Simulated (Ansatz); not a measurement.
Molecular dynamics on a 2×2×2 supercell (16 atoms) of GaAs (CsCl type), relaxed with r2SCAN. Forces come from r2SCAN in Ansatz 0.2.0: a Nosé-Hoover thermostat at fixed volume, 1000 K, steps of 1 fs. Computed, non-magnetic; the trajectory is short and the cell small, so nothing here is a converged average. The structure comes from a prototype and may be hypothetical.

```yaml
crystal:
  lattice:
    - [6.6573374308, 0.0, 0.0]
    - [0.0, 6.6573374308, 0.0]
    - [0.0, 0.0, 6.6573374308]
  atoms:
    - { symbol: Ga, position: [0.0, 0.0, 0.0] }
    - { symbol: As, position: [0.25, 0.25, 0.25] }
    - { symbol: Ga, position: [0.0, 0.0, 0.5] }
    - { symbol: As, position: [0.25, 0.25, 0.75] }
    - { symbol: Ga, position: [0.0, 0.5, 0.0] }
    - { symbol: As, position: [0.25, 0.75, 0.25] }
    - { symbol: Ga, position: [0.0, 0.5, 0.5] }
    - { symbol: As, position: [0.25, 0.75, 0.75] }
    - { symbol: Ga, position: [0.5, 0.0, 0.0] }
    - { symbol: As, position: [0.75, 0.25, 0.25] }
    - { symbol: Ga, position: [0.5, 0.0, 0.5] }
    - { symbol: As, position: [0.75, 0.25, 0.75] }
    - { symbol: Ga, position: [0.5, 0.5, 0.0] }
    - { symbol: As, position: [0.75, 0.75, 0.25] }
    - { symbol: Ga, position: [0.5, 0.5, 0.5] }
    - { symbol: As, position: [0.75, 0.75, 0.75] }
kpoints:
  mp_grid: { grid: [2, 2, 2] }
hamiltonian:
  xc: r2scan
scf:
  occupations: { method: fermi_dirac, width: 0.086 }
md:
  ensemble: nvt_nose_hoover
  temperature: 1000
  timestep: 1.0
  n_steps: 30
  initial_velocities: maxwell_boltzmann
  seed: 2545
```

Run as `ansatz run input.yaml --threads 4 --pin off --max-ram 3686MiB --backend cpu --events-out ev --progress --plain --runs-dir out`. Wall time 3.6 min on 4 threads of Arm Neoverse V2 (shared host); peak host memory 2 GiB.

**Question.** How do temperature and energy develop?

**Answer.** The temperature goes from 1000 K to 888 K in 30 fs. By the last step the atoms have moved 0.17 Å in the root mean square, the drift of the whole cell taken out, 0.23 Å at most.
```
step  t (fs)  T (K)  free energy F from step 0 (meV/atom)  kinetic energy (meV/atom)  largest force (eV/Å)
   0       0   1000                                   0.0                      121.2                  0.00
   1       1   1000                                   0.0                      121.2                  0.02
   2       2   1000                                   0.1                      121.1                  0.05
   3       3    999                                   0.1                      121.1                  0.07
   4       4    998                                   0.2                      120.9                  0.10
   5       5    997                                   0.4                      120.8                  0.12
   6       6    996                                   0.5                      120.7                  0.14
   7       7    994                                   0.7                      120.5                  0.16
   8       8    992                                   0.9                      120.3                  0.19
   9       9    990                                   1.2                      120.0                  0.21
  10      10    988                                   1.5                      119.7                  0.23
  11      11    985                                   1.8                      119.4                  0.25
  12      12    983                                   2.1                      119.1                  0.27
  13      13    980                                   2.5                      118.7                  0.29
  14      14    976                                   2.9                      118.3                  0.31
  15      15    973                                   3.3                      117.9                  0.33
  16      16    969                                   3.8                      117.4                  0.36
  17      17    965                                   4.3                      116.9                  0.38
  18      18    960                                   4.8                      116.4                  0.40
  19      19    956                                   5.4                      115.8                  0.42
  20      20    951                                   6.0                      115.2                  0.44
  21      21    945                                   6.7                      114.6                  0.46
  22      22    940                                   7.3                      113.9                  0.48
  23      23    934                                   8.0                      113.2                  0.51
  24      24    928                                   8.8                      112.5                  0.53
  25      25    922                                   9.5                      111.7                  0.56
  26      26    916                                  10.3                      111.0                  0.59
  27      27    909                                  11.2                      110.2                  0.62
  28      28    902                                  12.0                      109.3                  0.66
  29      29    895                                  12.9                      108.5                  0.69
  30      30    888                                  13.8                      107.6                  0.72
```

Positions (Å) and forces (eV/Å) at step 30:
```
Ga  -0.190  -0.075   0.066     0.331   0.488  -0.028
As   1.642   1.777   1.682    -0.244   0.099  -0.400
Ga   0.028  -0.149   3.204    -0.031   0.223   0.216
As   1.515   1.616   4.896     0.246  -0.550   0.104
Ga   0.173   3.386  -0.030    -0.355  -0.162   0.172
As   1.764   5.055   1.658    -0.242   0.058   0.454
Ga   0.059   3.379   3.158    -0.201  -0.125   0.166
As   1.699   4.805   5.067     0.107   0.088  -0.219
Ga   3.218  -0.183   0.099     0.059   0.512  -0.504
As   4.843   1.743   1.640     0.020  -0.149   0.155
Ga   3.267   0.046   3.361     0.211   0.085   0.204
As   5.148   1.800   5.086    -0.217   0.207  -0.030
Ga   3.284   3.321  -0.028     0.337  -0.337   0.058
As   5.015   4.955   1.613     0.066  -0.606   0.102
Ga   3.350   3.375   3.449     0.158  -0.021  -0.086
As   5.118   5.078   5.022    -0.244   0.191  -0.366
```
